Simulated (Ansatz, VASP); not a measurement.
**TaO2: VASP beside Ansatz**

Aim: how closely do two programs agree when they are given the same cell, functional and k mesh? Of the first pair: The structure shown is the start of the Ansatz relaxation below; VASP solves that cell, so the two are compared at the walk's first step.

Program: Ansatz 0.2.0. Level of theory: plane waves, with VASP 6.6.1 beside it; PBE. Results are calculated unless marked as measured.

### 1. The starting structure

The cell holds 3 atoms: 1 Ta and 2 O. Its edges and angles: a = 2.721 Å, b = 2.721 Å, c = 28.857 Å, α = 90.0°, β = 90.0°, γ = 60.0°. Vacuum lies along c. The height across the vacuum is the one that the program set for its solve, not the one typed.

Coordinates:

```cif
data_structure
_symmetry_space_group_name_H-M 'P 1'
_symmetry_Int_Tables_number 1
_cell_length_a 2.7210
_cell_length_b 2.7210
_cell_length_c 28.8569
_cell_angle_alpha 90.000
_cell_angle_beta 90.000
_cell_angle_gamma 60.000
_cell_volume 185.03
loop_
_atom_site_label
_atom_site_type_symbol
_atom_site_fract_x
_atom_site_fract_y
_atom_site_fract_z
_atom_site_occupancy
Ta1 Ta 0.66667 0.66667 0.33099 1
O2 O 0.00000 0.00000 0.37478 1
O3 O 0.00000 0.00000 0.28716 1
```

### 2. Ansatz: relaxation, PBE

Ansatz runs on its default PAW (the set named soft_2) files.

The two programs are compared at the cell with which this relaxation starts, whose forces are those of its first step.

input.yaml reads:

```yaml
crystal:
  lattice:
    - [2.72104354, 0.0, 0.0]
    - [1.36052177, 2.35649283, 0.0]
    - [0.0, 0.0, 19.10141279]
  atoms:
    - { symbol: Ta, position: [0.66666667, 0.66666667, 0.50003499] }
    - { symbol: O, position: [0.0, 0.0, 0.56618535] }
    - { symbol: O, position: [0.0, 0.0, 0.43381465] }
  periodic: [true, true, false]
kpoints:
  mp_grid: { grid: [11, 11, 1] }
scf:
  occupations: { method: fermi_dirac, width: 0.05 }
hamiltonian:
  xc: pbe
  pseudopotentials: { kind: paw }
output:
  forces: true
  stress: true
relax:
  f_tol: 0.02
  max_steps: 50
  cell: {}
```

Launch:

```bash
ansatz run input.yaml --threads 4 --pin off --max-ram 8192MiB --backend cpu --events-out ev --progress --plain --runs-dir out
```

Numbers of over 12 decimals in the logs are rounded to 6 here.

What it wrote:

```text
Warning: crystal.periodic: the lattice vector that does not repeat stood 0.000° off the slab's normal, 19.101 Å along it as the deck builds it. The run solves the slab on a vector along the normal, 28.857 Å long, with every atom where it was (on the deck's vector they left 16.57 Å outside them, and the widest stretch free of ions among them is 1.26 Å). A fractional position that the run reports is one of the run's ce [...]
crystal.periodic: the lattice vector that does not repeat stood 0.000° off the slab's normal, 19.101 Å along it as the deck builds it. The run solves the slab on a vector along the normal, 28.857 Å long, with every atom where it was (on the deck's vector they left 16.57 Å outside them, and the widest stretch free of ions among them is 1.26 Å). A fractional position that the run reports is one of the run's cell, which [...]
Engine: ansatz 0.2.0, x86_64-unknown-linux-gnu
Pseudopotentials: kind: paw
Pseudopotential: Ta, paw, valence charge 13, recommended cutoff 420 eV (normal), Ta.paw.azcp
Pseudopotential: O, paw, valence charge 6, recommended cutoff 420 eV (normal), O.paw.azcp
Functional definition: PBE
  parameter kappa = 0.804
  parameter beta = 0.066725
  exchange = pbe_x(kappa = kappa, mu = beta*pi^2/3)
  correlation = pbe_c(beta = beta)
Crystal: 3 atoms, lattice volume = 185.034 Å³
Basis set: ecut = 420 eV, 3643 PW (Γ), exchange–correlation on 40×40×400 points (8 copies of the dense FFT grid, shifted against one another)
Bands: 17, of which v1, the nominal top of the filled ones, is band 13 counted from 1 (12 counted from 0)
Symmetry: 6 space group operations
Space group: P3m1 (ITA 156), of the structure as read, at distance tolerance 5.7e-5 Å
k-points: 16 of 121 (time reversal used)
Non-local potential: Ta, projectors of the file, l = 0: 3, l = 1: 2, l = 2: 2, l = 3: 1
Non-local potential: O, projectors of the file, l = 0: 2, l = 1: 2, l = 2: 1
PAW form: soft (Blöchl's): semilocal exchange-correlation on the pseudo side does not see the compensation charge
PAW one-centre angular grid: Ta, 590 points (default); XC on 64 Gauss nodes
PAW one-centre angular grid: O, 110 points (default); XC on 64 Gauss nodes
Initial density: superposition of atomic densities (neutral atoms: chi_scale 0, normalization atom), corrected by the library's trained network
Initial wavefunctions: pseudopotential atomic-orbital guess
Functional: x = pbe(κ = 0.804, μ = 0.219515), c = pbe(β = 0.066725)
SCF iter   1: F=—  HF=-11067.902752 eV  |F-HF|=—  |Δ(HF+E_count)|=         —  Δρ=4.02e-3  dr2=2.58e-2  ethr=1.77e-3  ⟨swp⟩=13.3  Hψ=2601  notcnv=0
preconditioner: auto → LDOS  [metal: Δε(μ)=0.055 eV  Ē_g=13.090 eV  σ=0.050 eV  W_gap=0.27  n_scr=16 (ndim 8)  ℏωp=11.3 eV  f_vac=0.808  D(μ)=3.05/eV (n_scr^D=14)  β→1.0]
SCF iter   2: F=—  HF=-11067.902579 eV  |F-HF|=—  |Δ(HF+E_count)|=   1.73e-4  Δρ=1.27e-3  dr2=4.76e-3  ethr=1.03e-4  ⟨swp⟩=3.5  Hψ=802  notcnv=0
[...]
SCF iter   3: F=—  HF=-11069.083465 eV  |F-HF|=—  |Δ(HF+E_count)|=   5.92e-5  Δρ=4.70e-5  dr2=2.08e-6  ethr=9.33e-7  ⟨swp⟩=3.0  Hψ=480  notcnv=0
SCF iter   4: F=—  HF=-11069.083458 eV  |F-HF|=—  |Δ(HF+E_count)|=   6.68e-6  Δρ=1.65e-5  dr2=6.23e-7  ethr=8.34e-9  ⟨swp⟩=3.9  Hψ=703  notcnv=0
SCF iter   5: F=—  HF=-11069.083459 eV  |F-HF|=—  |Δ(HF+E_count)|=   4.62e-7  Δρ=6.40e-6  dr2=1.08e-7  ethr=2.49e-9  ⟨swp⟩=3.1  Hψ=493  notcnv=0
SCF iter   6: F=—  HF=-11069.083459 eV  |F-HF|=—  |Δ(HF+E_count)|=   1.71e-7  Δρ=2.12e-6  dr2=1.05e-8  ethr=4.31e-10  ⟨swp⟩=3.4  Hψ=567  notcnv=0
SCF iter   7: F=—  HF=-11069.083459 eV  |F-HF|=—  |Δ(HF+E_count)|=   3.48e-8  Δρ=1.35e-6  dr2=2.53e-9  ethr=4.21e-11  ⟨swp⟩=3.4  Hψ=587  notcnv=0
SCF iter   8: F=—  HF=-11069.083459 eV  |F-HF|=—  |Δ(HF+E_count)|=   1.14e-8  Δρ=7.06e-7  dr2=4.31e-10  ethr=1.01e-11  ⟨swp⟩=3.5  Hψ=573  notcnv=0
SCF iter   9: F=—  HF=-11069.083459 eV  |F-HF|=—  |Δ(HF+E_count)|=   1.65e-8  Δρ=3.49e-7  dr2=1.12e-10  ethr=1.72e-12  ⟨swp⟩=3.7  Hψ=573  notcnv=0
SCF iter  10: F=—  HF=-11069.083459 eV  |F-HF|=—  |Δ(HF+E_count)|=   5.35e-9  Δρ=1.69e-7  dr2=2.49e-11  ethr=1.00e-12  ⟨swp⟩=3.2  Hψ=492  notcnv=0
SCF iter  11: F=-11069.083459 eV  HF=-11069.083459 eV  |F-HF|=5.82e-11  |Δ(HF+E_count)|=   1.59e-9  Δρ=3.85e-8  dr2=1.74e-12  ethr=1.00e-12  ⟨swp⟩=11.5  Hψ=1947  notcnv=0
SCF 6 converged in 11 iterations: F = -11069.083459 eV  dr2 = 1.74e-12
relax step   6: F+E_penalty+E_count = -11069.08345893 eV  Δ(F+E_penalty+E_count) = -7.757e-2 eV  max|allowed force component| = 9.966e-3 eV/Å  Δτ_max = 0.0000 Å  P = +1.678 N/m  Ω = 218.674 Å³  fix = [c, alpha, beta]  reactions: c +0.000 N/m  stress off target by 1.68e0 N/m on what of the cell is left free  SCF on the basis re-selected at this cell (its energy is not comparable with the rows above)  (11 SCF iters)
[...]
relax step   7: F+E_penalty+E_count = -11069.08613665 eV  Δ(F+E_penalty+E_count) = -2.678e-3 eV  max|allowed force component| = 1.776e-4 eV/Å  Δτ_max = 0.0034 Å  P = +0.154 N/m  Ω = 220.874 Å³  energy of the carried Pulay correction = -1.621e-3 eV  fix = [c, alpha, beta]  reactions: c +0.000 N/m  (4 SCF iters, dr2 threshold 3.00e-7 eV, accepted)
[...]
relax step   8: F+E_penalty+E_count = -11069.08599998 eV  Δ(F+E_penalty+E_count) = +1.367e-4 eV  max|allowed force component| = 9.166e-5 eV/Å  Δτ_max = 0.0004 Å  P = +0.001 N/m  Ω = 221.101 Å³  energy of the carried Pulay correction = -1.796e-3 eV  fix = [c, alpha, beta]  reactions: c +0.000 N/m  (4 SCF iters, dr2 threshold 3.80e-8 eV, accepted)
[...]
relax step   9: F+E_penalty+E_count = -11069.08785635 eV  Δ(F+E_penalty+E_count) = -1.856e-3 eV  max|allowed force component| = 3.627e-4 eV/Å  Δτ_max = 0.0000 Å  P = +0.019 N/m  Ω = 221.101 Å³  fix = [c, alpha, beta]  reactions: c +0.000 N/m  stress off target by 1.90e-2 N/m on what of the cell is left free  SCF on the basis re-selected at this cell (its energy is not comparable with the rows above)  (7 SCF iters)
basis re-selected at this cell: Δ(F+E_penalty+E_count) = -1.856e-3 eV, ΔP = +0.018 N/m vs the last step (what re-selecting the basis moved, of the pressure what is left beyond the Pulay correction that the steps carried, after the strain that the cell walked since its last selection, with what the two solves' SCF thresholds leave and, on support functions, any second-order correction that the steps lacked; it is no m [...]
SCF converged after 7 iterations
Free energy (F): -11069.087856 eV
Harris-Foulkes:  -11069.087856 eV  (|F-HF|=9.64e-11)
Internal energy: -11069.062044 eV  (E = F + TS)
E sigma→0 (E₀):  -11069.074950 eV
Entropy (-TS):   -0.025813 eV (-8.604 meV/atom)
Fermi energy:    -6.814452 eV
--- Per-component energies (eV) ---
  E_band       = -644.705600
  E_kinetic    = 715.096615
  E_local      = -46476.130281  (includes V_loc(G=0)·N_el)
  E_nonlocal   = 110.059969
  E_hartree    = 22791.050364
  E_xc         = -365.533868
  E_vxc        = -391.647497  (∫ρ·V_xc dr)
  E_paw        = -8712.512448  (= ΣΔE_a)
  E_vpaw       = -184.190206  (= ΣTr[D̂ρ^β])
  E_aug_tail   = 0.005163  (compensation charges beyond the density's cutoff)
  E_ewald      = 20868.902443
  E_smearing   = -0.025813  (= −TS)
  E_closure    = 0.000000  (closes the sum)
  Σ components = -11069.087856   (vs F -11069.087856, Δ=0.00e0)
--- Forces (eV/Å), atoms counted from 1 ---
  atom   1  Ta     0.00000000     0.00000000    -0.00000251
  atom   2  O      0.00000000     0.00000000     0.00036274
  atom   3  O      0.00000000     0.00000000    -0.00036019
  max |Σ_I F_I| component: 3.20e-8 eV/Å
--- 2D stress c σ (N/m, compression-positive) ---
        0.019014       0.000000      -0.000000
        0.000000       0.019014       0.000000
       -0.000000       0.000000       0.000000
  P = ½ c Tr σ = 0.0190 N/m
--- Relaxed structure (7 steps of the walk, 7 accepted, 2 SCFs on fresh bases) ---
  F+E_penalty+E_count = -11069.08785635 eV   max|allowed force component| = 3.627e-4 eV/Å   (the final SCF, on the basis selected at the relaxed cell)
  cell:  # Å, volume = 221.1005 Å³
    - [2.974435, 9.377361075806853e-18, 0]
    - [1.487217, 2.575936, 0]
    - [0, 0, 28.856935]
  atoms:
    - { symbol: Ta, position: [0.666667, 0.666667, 0.330975] }
    - { symbol: O, position: [2.8632058077876576e-18, 3.906340280254242e-17, 0.371971] }
    - { symbol: O, position: [9.490783861666363e-18, 3.906340280254242e-17, 0.289979] }
```

In the SCF lines HF is the Harris–Foulkes energy and dr2 the Hartree energy of the density residual, in eV; the loop may stop once dr2 is under the threshold and the program's other checks hold. Hψ counts applications of the Hamiltonian.

### 3. VASP: single point, PBE, start cell, pair 1

The same cell, functional, mesh and smearing now go to VASP, with its own data sets.

Lines of VASP's logs that name or quote its potential files are left out, and so is its time.

INCAR reads:

```
SYSTEM = TaO2
PREC = Accurate
ENCUT = 520
EDIFF = 1E-06
NELM = 120
ISMEAR = -1
SIGMA = 0.05
LREAL = .FALSE.
ALGO = Normal
GGA = PE
NBANDS = 17
LASPH = .TRUE.
LORBIT = 11
LWAVE = .FALSE.
LCHARG = .FALSE.
ISIF = 2
LDIPOL = .TRUE.
IDIPOL = 3
DIPOL = 0.5 0.5 0.331
LVHAR = .TRUE.
GGA_COMPAT = .FALSE.
NELMDL = -8
```

POSCAR reads:

```
TaO2
1.0
    2.7210440000      0.0000000000      0.0000000000
    1.3605220000      2.3564930000      0.0000000000
    0.0000000000      0.0000000000     28.8569350000
Ta O
1 2
Direct
    0.6666667374      0.6666665252      0.3309906267
    0.0000000707      0.9999998585      0.3747778480
    0.0000000707      0.9999998585      0.2871570733
```

KPOINTS reads:

```
Automatic mesh
0
Gamma
11 11 1
0 0 0
```

The projector-augmented-wave data sets are Ta_pv and O (PBE family, release 64).

Launch:

```bash
mpirun -np 1 vasp_std
```

What it wrote:

```text
[banner, memory and clock lines left out]
running    1 mpi-ranks, on    1 nodes
 distrk:  each k-point on    1 cores,    1 groups
 distr:  one band on    1 cores,    1 groups

 POSCAR found type information on POSCAR TaO
 POSCAR found :  2 types and       3 ions
 LDA part: xc-table for (Slater+PW92), standard interpolation
 POSCAR, INCAR and KPOINTS ok, starting setup
 FFT: planning ... GRIDC
 FFT: planning ... GRID_SOFT
 FFT: planning ... GRID
 WAVECAR not read
 entering main loop
       N       E                     dE             d eps       ncg     rms          rms(c)
DAV:   1     0.180702513916E+03    0.18070E+03   -0.11313E+04   672   0.102E+03
DAV:   2    -0.125131333714E+02   -0.19322E+03   -0.18515E+03   763   0.259E+02
DAV:   3    -0.310654724488E+02   -0.18552E+02   -0.18450E+02   780   0.869E+01
DAV:   4    -0.312663595779E+02   -0.20089E+00   -0.19982E+00   708   0.104E+01
DAV:   5    -0.312685816546E+02   -0.22221E-02   -0.22186E-02   756   0.108E+00
DAV:   6    -0.312686254360E+02   -0.43781E-04   -0.43733E-04   752   0.152E-01
DAV:   7    -0.312686267105E+02   -0.12745E-05   -0.12737E-05   783   0.249E-02
DAV:   8    -0.312686267529E+02   -0.42402E-07   -0.41968E-07   680   0.473E-03    0.352E+01
DAV:   9    -0.278285532941E+02    0.34401E+01   -0.22043E+01   648   0.396E+01    0.153E+01
DAV:  10    -0.276889923017E+02    0.13956E+00   -0.50173E+00   628   0.178E+01    0.104E+01
DAV:  11    -0.274161040271E+02    0.27289E+00   -0.10118E+00   626   0.896E+00    0.968E-01
DAV:  12    -0.274182142554E+02   -0.21102E-02   -0.42443E-02   671   0.180E+00    0.368E-01
DAV:  13    -0.274174794272E+02    0.73483E-03   -0.15020E-03   727   0.342E-01    0.103E-01
DAV:  14    -0.274172578195E+02    0.22161E-03   -0.29747E-04   784   0.135E-01    0.511E-02
[...]
DAV:  19    -0.274174551347E+02   -0.43893E-04   -0.44993E-06   732   0.765E-03    0.269E-03
DAV:  20    -0.274175571761E+02   -0.10204E-03   -0.40609E-06   652   0.879E-03    0.188E-03
DAV:  21    -0.274176023585E+02   -0.45182E-04   -0.28096E-06   622   0.604E-03    0.106E-03
DAV:  22    -0.274176161400E+02   -0.13781E-04   -0.54542E-07   644   0.303E-03    0.603E-04
DAV:  23    -0.274176234964E+02   -0.73565E-05   -0.20154E-07   620   0.189E-03    0.357E-04
DAV:  24    -0.274176251388E+02   -0.16424E-05   -0.38154E-08   548   0.869E-04    0.155E-04
DAV:  25    -0.274176267382E+02   -0.15993E-05   -0.16151E-08   533   0.565E-04    0.811E-05
DAV:  26    -0.274176270295E+02   -0.29138E-06   -0.23171E-09   385   0.287E-04
   1 F= -.27417627E+02 E0= -.27406016E+02  d E =-.232218E-01
```

[end of part 1 of 2]

[Lines on the potential files, build, host, timing and source positions are cut from VASP's logs without a mark.]

[Logs are printed without paths, hosts, clocks, repeated set-up lines and the standing remarks that a program may print on its own settings, such as how far it seeks lower states.]

[Hosts, paths, dates, database ids (printed as entryN), source tags and the programs' standing remarks are cut or masked in the printed files.]
